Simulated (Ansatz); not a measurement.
# Si: the cost of one run

All numbers below are computed with Ansatz 0.2.0 (DFT PBEsol, plane waves, PAW, scalar-relativistic, no spin polarisation).

## (1) The system as given

The cell holds 17 atoms (Si17): a = 7.679 Å, b = 7.679 Å, c = 7.679 Å, α = 60.00°, β = 60.00°, γ = 60.00°.

Structure file:

```xyz
17
Lattice="0.0000 5.4300 5.4300 5.4300 0.0000 5.4300 5.4300 5.4300 0.0000" Properties=species:S:1:pos:R:3 pbc="T T T"
Si    0.0000    0.0000    0.0000
Si    1.3575    1.3575    1.3575
Si    2.7150    2.7150    0.0000
Si    4.0725    4.0725    1.3575
Si    2.7150    0.0000    2.7150
Si    4.0725    1.3575    4.0725
Si    5.4300    2.7150    2.7150
Si    6.7875    4.0725    4.0725
Si    0.0000    2.7150    2.7150
Si    1.3575    4.0725    4.0725
Si    2.7150    5.4300    2.7150
Si    4.0725    6.7875    4.0725
Si    2.7150    2.7150    5.4300
Si    4.0725    4.0725    6.7875
Si    5.4300    5.4300    5.4300
Si    6.7875    6.7875    6.7875
Si    5.4171    5.4720    2.6781
```

## (2) End point A

File input.yaml:

```yaml
crystal:
  lattice:
    - [0.0, 5.43, 5.43]
    - [5.43, 0.0, 5.43]
    - [5.43, 5.43, 0.0]
  atoms:
    - { symbol: Si, position: [0.0, 0.0, 0.0] }
    - { symbol: Si, position: [0.125, 0.125, 0.125] }
    - { symbol: Si, position: [0.0, 0.0, 0.5] }
    - { symbol: Si, position: [0.125, 0.125, 0.625] }
    - { symbol: Si, position: [0.0, 0.5, 0.0] }
    - { symbol: Si, position: [0.125, 0.625, 0.125] }
    - { symbol: Si, position: [0.0, 0.5, 0.5] }
    - { symbol: Si, position: [0.125, 0.625, 0.625] }
    - { symbol: Si, position: [0.5, 0.0, 0.0] }
    - { symbol: Si, position: [0.625, 0.125, 0.125] }
    - { symbol: Si, position: [0.5, 0.0, 0.5] }
    - { symbol: Si, position: [0.625, 0.125, 0.625] }
    - { symbol: Si, position: [0.5, 0.5, 0.0] }
    - { symbol: Si, position: [0.625, 0.625, 0.125] }
    - { symbol: Si, position: [0.5, 0.5, 0.5] }
    - { symbol: Si, position: [0.625, 0.625, 0.625] }
    - { symbol: Si, position: [0.2516561, 0.2415414, 0.756086] }
basis:
  ecutwfc: 420.0
kpoints:
  mp_grid: { grid: [2, 2, 2] }
hamiltonian:
  xc: pbesol
  pseudopotentials: { kind: paw, azcp: { folder: soft_1 } }
scf:
  occupations: { method: fermi_dirac, width: 0.05 }
  lower_state_search: "off"
relax:
  f_tol: 0.03
  max_steps: 60
  adjacent_minimum: "off"
```

The run is started by

```sh
$ ansatz run input.yaml --threads 1 --pin off --max-ram 3072MiB --backend cpu --events-out ev --progress --plain --runs-dir out
```

**Question.** How long does this run take on 1 thread of AMD EPYC 7R43 (Zen 3), shared host, and how much memory does it need?

About 18 s, with a peak of 0.57 GiB.
